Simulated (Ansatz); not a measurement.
Wanted: the native input for an Ansatz 0.2.0 run.

```
Task                  : relaxation of cell and atoms
Functional            : PBEsol
Potentials or basis   : Ansatz PAW
Cutoff                : 420 eV (not typed: the program's choice for these potentials)
k mesh                : 13 × 13 × 8
Occupations           : fermi-dirac, width 0.05 eV
Spin                  : no spin polarisation
Target pressure       : 5 GPa
Target pressure (GPa) : 5
```

The system is C.

```xyz
2
Lattice="2.1273 -1.2283 0.0000 2.1273 1.2283 0.0000 -1.3791 0.0000 3.5028" Properties=species:S:1:pos:R:3 pbc="T T T"
C    -0.6699    0.0000    3.5025
C     3.5455    0.0000    0.0003
```

This is a stacking variant of graphite.

One way to write it, as run:

input.yaml

```yaml
crystal:
  lattice:
    - [2.1273203072, -1.22828244, 0.0]
    - [2.1273203072, 1.22828244, 0.0]
    - [-1.3790696309, 0.0, 3.5028300786]
  atoms:
    - { symbol: C, position: [0.16664447, 0.16664447, 0.99990696] }
    - { symbol: C, position: [0.83335553, 0.83335553, 9.304e-05] }
hamiltonian:
  xc: pbesol
  pseudopotentials: { kind: paw }
kpoints:
  mp_grid: { grid: [13, 13, 8] }
scf:
  occupations: { method: fermi_dirac, width: 0.05 }
output:
  forces: true
  stress: true
  eigenvalues: true
relax:
  f_tol: 0.01
  max_steps: 40
  cell: { stress_tol: 0.05, p_target: 5.0 }
```

Potentials or basis: Ansatz PAW.

Launch:

```sh
$ ansatz run input.yaml --threads 2 --pin off --max-ram 5632MiB --backend cpu --events-out ev --progress --plain --runs-dir out
```

It gave:

- Relaxed volume: 8.11 Å³/atom
- Relaxed cell: a = 2.449 Å, b = 2.449 Å, c = 3.426 Å, α = 110.93°, β = 110.93°, γ = 60.00°
- Space group after relaxing (to 0.05 Å): R-3m (No. 166)
- Energy change on relaxing (the enthalpy is what falls): +14.7 meV/atom
- Ionic steps: 12
- Pressure after relaxing: 5.0 GPa
- Band gap on the k mesh: 0.35 eV, direct

Caveat: odd divisions of the mesh miss points on the zone boundary, where band edges often lie, so the gap on the mesh can be too wide; the plane-wave basis is chosen anew once the cell has moved, so the energies of steps on either side of that aren't comparable; the pressure holds a Pulay correction of +0.6 GPa for the finite cutoff; this functional lacks dispersion, which binds the layers, so the pressure and a relaxed spacing across them are unreliable; the PAW data sets come from PBE, with cores solved anew for the run's functional, which leaves a small shift of forces and pressure.

Wall time 19 s on 2 threads of Arm Neoverse V2 (shared host), peak memory 0.35 GiB.
